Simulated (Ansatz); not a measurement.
**Stress against strain in KCl**

```xyz
2
Lattice="0.0000 3.1561 3.1561 3.1561 0.0000 3.1561 3.1561 3.1561 0.0000" Properties=species:S:1:pos:R:3 pbc="T T T"
K     0.0000    0.0000    0.0000
Cl    3.1561    3.1561    3.1561
```

Atoms are numbered in the order listed.

The cell is a measured one (Crystallography Open Database entry 9003114); the temperature and pressure of the measurement aren't taken into account, and nothing was relaxed.

These are results of DFT, PBE, all-electron LAPW, scalar-relativistic in Ansatz 0.2.0, not measurements.

The runs use a Γ-centred 7×7×7 k mesh, Fermi–Dirac smearing of 0.03 eV, basis error target 1 meV/atom, no spin polarisation.

The strain is applied along the Cartesian axes of the cell as listed (the other components stay zero). Fractional coordinates are held (clamped ions).

σ is the change of stress from the unstrained cell, which is at 0.58 GPa; tension is positive, so slopes are stress–strain coefficients at that pressure.

Only quantities that a quadratic follows smoothly over the whole series are listed; rougher ones are left out.

```tsv
εxx = εyy	σzz (GPa)	σxx (GPa)
-0.0300	-0.45	-1.86
-0.0100	-0.14	-0.54
0.0000	0.00	0.00
0.0100	0.14	0.46
0.0200	0.27	0.86
0.0300	0.40	1.21
```

Question: Fit the series and read off the stiffness at zero strain.

Answer: Least-squares fits y = p0 + p1 x + p2 x² to the rows give σzz (GPa): p1 = 14.1, p2 = -30; σxx (GPa): p1 = 50.9, p2 = -360. So 2 C12 = 14 GPa and C11 + C12 = 51 GPa.

Question: One run, at εxx = εyy = -0.0200, is withheld. Predict its row.

Answer: The fits give -0.29, -1.17; the run gave -0.29, -1.15.
